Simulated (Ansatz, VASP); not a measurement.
## CuO in VASP and in Ansatz

The input POSCAR:

```
CuO
1.0
    3.2880244300      0.0000000000      0.0000000000
   -1.6440122100      2.8475126800      0.0000000000
    0.0000000000      0.0000000000      5.3850248600
Cu O
2 2
Direct
    0.6666666667      0.3333333333      0.0000000000
    0.3333333333      0.6666666667      0.5000000000
    0.6666666667      0.3333333333      0.6252000000
    0.3333333333      0.6666666667      0.1252000000
```

The input INCAR.step1:

```
ALGO = Normal
EDIFF = 1E-4
ENCUT = 520
GGA = PE
ISMEAR = -1
LASPH = True
LCHARG = False
LDAU = True
LDAUJ = 0 0
LDAUL = 2 -1
LDAUTYPE = 2
LDAUU = 5.3 0
LMAXMIX = 4
LREAL = False
LWAVE = True
NBANDS = 25
NELM = 150
PREC = Accurate
SIGMA = 0.05
```

INCAR.step2

```
ALGO = Normal
EDIFF = 1E-7
ENCUT = 520
ISIF = 2
ISMEAR = -1
ISTART = 1
LASPH = True
LCHARG = True
LDAU = True
LDAUJ = 0 0
LDAUL = 2 -1
LDAUPRINT = 1
LDAUTYPE = 2
LDAUU = 5.3 0
LELF = True
LMAXMIX = 4
LMIXTAU = True
LREAL = False
LVHAR = True
LWAVE = False
METAGGA = R2SCAN
NBANDS = 25
NELM = 150
PREC = Accurate
SIGMA = 0.05
```

The input KPOINTS:

```
k-points
0
Gamma
  9 9 5
```

Contents of input.yaml:

```yaml
crystal:
  lattice:
    - [3.28802443, 0.0, 0.0]
    - [-1.64401221, 2.84751268, 0.0]
    - [0.0, 0.0, 5.38502486]
  atoms:
    - { symbol: Cu, position: [0.6666666667, 0.3333333333, 0.0] }
    - { symbol: Cu, position: [0.3333333333, 0.6666666667, 0.5] }
    - { symbol: O, position: [0.6666666667, 0.3333333333, 0.6252] }
    - { symbol: O, position: [0.3333333333, 0.6666666667, 0.1252] }
hamiltonian:
  xc: r2scan
  pseudopotentials: { kind: paw }
  hubbard: { sites: [{ species: Cu, l: d, u_eff: 5.3 }] }
kpoints:
  mp_grid: { grid: [9, 9, 5] }
  band_path:
    path:
      - [[0.0, 0.0, 0.0], [0.5, 0.0, 0.0], [0.3333333333, 0.3333333333, 0.0], [0.0, 0.0, 0.0], [0.0, 0.0, 0.5], [0.5, 0.0, 0.5], [0.3333333333, 0.3333333333, 0.5], [0.0, 0.0, 0.5]]
      - [[0.5, 0.0, 0.5], [0.5, 0.0, 0.0]]
      - [[0.3333333333, 0.3333333333, 0.0], [0.3333333333, 0.3333333333, 0.5]]
    npoints: 14
scf:
  occupations: { method: fermi_dirac, width: 0.05 }
  n_extra_bands: 10
output:
  forces: true
  stress: true
  eigenvalues: true
  fatbands: false
  write_density: true
  write_potential: true
  elf: true
  volumetric_format: npy
```

Measurements of this composition are mostly on another form, of space group No. 15.

Alike in both runs: functional r2SCAN; k mesh 9 × 9 × 5; occupations fermi-dirac, width 0.05 eV; no spin polarisation; Hubbard terms Cu d U = 5.3 eV.

```csv
,VASP,Ansatz
version,VASP 6.6.1,Ansatz 0.2.0
potentials or method,"VASP PAW PBE potentials, release 64 (Cu, O)",Ansatz PAW
plane-wave cutoff (eV),520,500
valence electrons in the cell,34,50
task,single point,band structure
```

Ansatz gave:

```
gap on the k mesh at the Fermi level (eV)       : none
pressure (GPa)                                  : -11.6
largest component of the traceless stress (GPa) : 1.39
rms of the force components (eV/Å)              : 0.031
```

What did VASP give for the same quantities?

gap on the k mesh at the Fermi level (eV): none; pressure (GPa): -15.4; largest component of the traceless stress (GPa): 1.40; rms of the force components (eV/Å): 0.007.

The programs project onto different local orbitals, so the same U acts differently. Atom by atom the forces differ by 0.024 eV/Å (rms over components). A gap of «none» marks a metal or a gap that the smearing closes. The two sets of potentials don't hold the same shells in valence.

Caveats: the run has no spin polarisation, though such a crystal can be magnetic; U without spin polarisation on a metal has little footing; the PAW data sets were made with another functional, which shifts forces and pressure a little (VASP); the PAW data sets come from PBE, with cores solved anew for the run's functional, which leaves a small shift of forces and pressure (Ansatz).
